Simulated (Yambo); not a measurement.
A run of Yambo 5.3.0 is set up as follows.

File g0w00.in:

```
gw0
dyson
el_el_corr
rim_cut
HF_and_locXC
ppa
em1d
RandQpts= 1000000
RandGvec= 50 RL
EXXRLvcs= 84 Ry
VXCRLvcs= 84 Ry
Chimod= "HARTREE"
% BndsRnXp
 1 | 114 |
%
NGsBlkXp= 6 Ry
% LongDrXp
 1 | 1 | 1 |
%
PPAPntXp= 27.21138 eV
% GbndRnge
 1 | 114 |
%
GTermKind= "BG"
DysSolver= "n"
ExtendOut
% QPkrange
 1 | 1 | 11 | 17 |
 3 | 3 | 11 | 17 |
 8 | 8 | 11 | 17 |
%
```

The input scf.in:

```
&CONTROL
  calculation = 'scf'
  prefix = 'pwscf'
  outdir = './tmp'
  pseudo_dir = './pseudo'
/
&SYSTEM
  ibrav = 0
  nat = 2
  ntyp = 2
  ecutwfc = 84
  nbnd = 21
  occupations = 'smearing'
  smearing = 'fd'
  degauss = 0.00367493
  force_symmorphic = .true.
/
&ELECTRONS
  conv_thr = 4d-10
  electron_maxstep = 120
  mixing_beta = 0.5
/
ATOMIC_SPECIES
In   114.8180 In.upf
As    74.9216 As.upf
CELL_PARAMETERS angstrom
   0.0000000000    2.9151676052    2.9151676052
   2.9151676052    0.0000000000    2.9151676052
   2.9151676052    2.9151676052    0.0000000000
ATOMIC_POSITIONS crystal
In     0.5000000000    0.5000000000    0.5000000000
As     0.0000000000    0.0000000000    0.0000000000
K_POINTS automatic
8 8 8 0 0 0
```

Contents of nscf.in:

```
&CONTROL
  calculation = 'nscf'
  prefix = 'pwscf'
  outdir = './tmp'
  pseudo_dir = './pseudo'
/
&SYSTEM
  ibrav = 0
  nat = 2
  ntyp = 2
  ecutwfc = 84
  nbnd = 114
  occupations = 'smearing'
  smearing = 'fd'
  degauss = 0.00367493
  force_symmorphic = .true.
/
&ELECTRONS
  conv_thr = 1d-08
  diago_full_acc = .true.
  diago_thr_init = 1d-06
/
ATOMIC_SPECIES
In   114.8180 In.upf
As    74.9216 As.upf
CELL_PARAMETERS angstrom
   0.0000000000    2.9151676052    2.9151676052
   2.9151676052    0.0000000000    2.9151676052
   2.9151676052    2.9151676052    0.0000000000
ATOMIC_POSITIONS crystal
In     0.5000000000    0.5000000000    0.5000000000
As     0.0000000000    0.0000000000    0.0000000000
K_POINTS automatic
4 4 4 0 0 0
```

Potentials or basis: PseudoDojo 0.4.1 SR PBEsol standard.

Command:

```console
$ OMP_NUM_THREADS=1 pw.x -in scf.in > scf.out
$ OMP_NUM_THREADS=1 pw.x -in nscf.in > nscf.out
$ cd tmp/pwscf.save; p2y; mv SAVE ../..; cd ../..
$ OMP_NUM_THREADS=1 yambo
$ OMP_NUM_THREADS=1 yambo -F g0w00.in -J g0w00 -C g0w00_out
```

Estimate the band gap on the k mesh, mean-field level.

none (metal or under the smearing width).

Quasiparticle terms (eV):
| k point | band | Kohn-Sham level | Vxc | Σx | Σc | Z | result |
| --- | --- | --- | --- | --- | --- | --- | --- |
| (0.000, 0.000, 0.000) | 11 | -12.01 | -12.33 | -19.51 | 8.43 | 0.56 | -11.30 |
| (0.000, 0.000, 0.000) | 12 | -1.13 | -13.50 | -13.39 | -0.69 | 0.80 | -1.59 |
| (0.000, 0.000, 0.000) | 13 | -0.32 | -12.12 | -14.50 | 1.22 | 0.74 | -1.17 |
| (0.000, 0.000, 0.000) | 14 | -0.32 | -12.12 | -14.50 | 1.22 | 0.74 | -1.17 |
| (0.000, 0.000, 0.000) | 15 | -0.32 | -12.12 | -14.50 | 1.22 | 0.74 | -1.17 |
| (0.000, 0.000, 0.000) | 16 | 6.98 | -9.43 | -4.41 | -5.78 | 0.73 | 6.43 |
| (0.000, 0.000, 0.000) | 17 | 6.98 | -9.43 | -4.41 | -5.78 | 0.73 | 6.43 |
| (0.000, 0.000, -0.500) | 11 | -10.47 | -13.47 | -20.07 | 7.24 | 0.24 | -10.31 |
| (0.000, 0.000, -0.500) | 12 | -6.48 | -10.75 | -15.14 | 3.87 | 0.63 | -6.81 |
| (0.000, 0.000, -0.500) | 13 | 0.03 | -12.53 | -12.65 | -0.80 | 0.75 | -0.66 |
| (0.000, 0.000, -0.500) | 14 | 0.03 | -12.53 | -12.65 | -0.80 | 0.75 | -0.66 |
| (0.000, 0.000, -0.500) | 15 | 1.88 | -10.03 | -6.62 | -4.42 | 0.77 | 1.10 |
| (0.000, 0.000, -0.500) | 16 | 3.09 | -10.03 | -6.69 | -4.48 | 0.78 | 2.19 |
| (0.000, 0.000, -0.500) | 17 | 3.09 | -10.03 | -6.69 | -4.48 | 0.78 | 2.20 |
| (0.250, -0.500, -0.250) | 11 | -9.68 | -14.81 | -20.69 | 6.54 | 0.71 | -9.21 |
| (0.250, -0.500, -0.250) | 12 | -4.80 | -11.13 | -14.18 | 2.39 | 0.77 | -5.30 |
| (0.250, -0.500, -0.250) | 13 | -3.67 | -10.35 | -13.64 | 2.24 | 1.13 | -4.89 |
| (0.250, -0.500, -0.250) | 14 | -3.67 | -10.35 | -13.64 | 2.25 | 1.12 | -4.88 |
| (0.250, -0.500, -0.250) | 15 | 1.89 | -12.87 | -10.30 | -3.46 | 0.75 | 1.23 |
| (0.250, -0.500, -0.250) | 16 | 3.79 | -10.59 | -6.90 | -4.87 | 0.75 | 2.90 |

Caveat: the k mesh is coarse (spacing up to 0.47 Å⁻¹), so the values aren't converged; the potentials hold a filled d shell without the s and p states of that shell, which can shift GW gaps by tenths of an eV, either way; the plasmon-pole model is rough for a metal; the ground state has no gap, which makes the many-body step unreliable; this version prints the column dSc/dw multiplied by 27.2; the terminator is approximate in this version, by hundredths of an eV.
